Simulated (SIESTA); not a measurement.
Runs of SIESTA 5.4.2 on Mg. The cell holds a slab with vacuum, 6 atoms: a = 3.185 Å, b = 3.185 Å, c = 27.827 Å, α = 90.00°, β = 90.00°, γ = 120.00°. The slab is cut from a database's or a generator's crystal, which needn't be the stable form of the element.

```csv
potentials or basis,gap on the mesh (eV),largest force (eV/Å),work function (eV)
"Ansatz (PBE files), DZP (energy shift 0.003 Ry; two zetas on semicore shells)",none,0.26,3.88
"PseudoDojo 0.4 stringent (PBE files), DZP (energy shift 0.003 Ry; two zetas on semicore shells)",none,0.28,3.89
"PseudoDojo 0.4 standard (PBE files), DZP (energy shift 0.003 Ry; two zetas on semicore shells)",none,0.28,3.89
"PseudoDojo 0.5 standard (PBE files), DZP (energy shift 0.003 Ry; two zetas on semicore shells)",none,0.28,3.89
"SPMS 1.0 (PBE files) or PseudoDojo by element, DZP (energy shift 0.003 Ry; two zetas on semicore shells)",none,0.25,(b)
"SG15 1.2 (PBE files) or PseudoDojo by element, DZP (energy shift 0.003 Ry; two zetas on semicore shells)",none,(a),3.69
```

Alike in all rows: task single point; level PBE; no spin polarisation; cell as given; k mesh 10 × 10 × 1; smearing fermi-dirac 0.05 eV; grid cutoff 800 Ry; energy shift 0.003 Ry.

Q: Fill in the values left out.

A: (a) 0.19; (b) 3.93.

Caveats: the basis of atomic orbitals isn't converged, which shifts pressures, moduli and gaps.

A gap of «none» marks a metal or a gap under the smearing width.
